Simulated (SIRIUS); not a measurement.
ZnS: equation of state with PBEsol

**The experiment to reproduce.**

From “Electronic, vibrational, and thermodynamic properties of ZnS (zincblende and rocksalt structure)”, 2009, arxiv:0911.5022, for a bulk crystal of ZnS: bulk modulus 76.9 GPa.

ZnS:

```
Zn S
1.0
     0.00000    2.70200    2.70200
     2.70200    0.00000    2.70200
     2.70200    2.70200    0.00000
Zn S
1 1
Cartesian
  4.0530 4.0530 4.0530
  0.0000 0.0000 0.0000
```

| Item | Value |
| --- | --- |
| Program | SIRIUS 7.10.0 |
| Task | equation of state |
| Functional | PBEsol |
| Potentials or basis | PseudoDojo 0.4.1 PBEsol standard (scalar relativistic) |
| Cutoff | 1152 eV |
| Density cutoff | 4606 eV |
| k mesh | 9 × 9 × 9 |
| Occupations | fermi-dirac, width 0.05 eV |
| Spin | no spin polarisation |

The equilibrium volume is 19.20 Å³/atom, the bulk modulus is 79 GPa and the pressure derivative of the bulk modulus is 4.5.

Energy against volume, from the lowest point:
| volume (Å³/atom) | energy (meV/atom) |
| --- | --- |
| 18.543 | 5.58 |
| 18.938 | 0.64 |
| 19.332 | 0.00 |
| 19.727 | 3.20 |
| 20.121 | 9.85 |
| 20.516 | 19.56 |
| 20.910 | 32.02 |

All runs of the series together: 5.9 min on 1 thread of Arm Neoverse V2, on a shared host.

A measured bulk modulus of ZnS is 76.9 GPa (quoted in “Electronic, vibrational, and thermodynamic properties of ZnS (zincblende and rocksalt structure)”, 2009, arxiv:0911.5022); the calculated 79 GPa misses it by +2.6 %. The fit is for a static lattice scaled at fixed shape and fixed fractional positions.
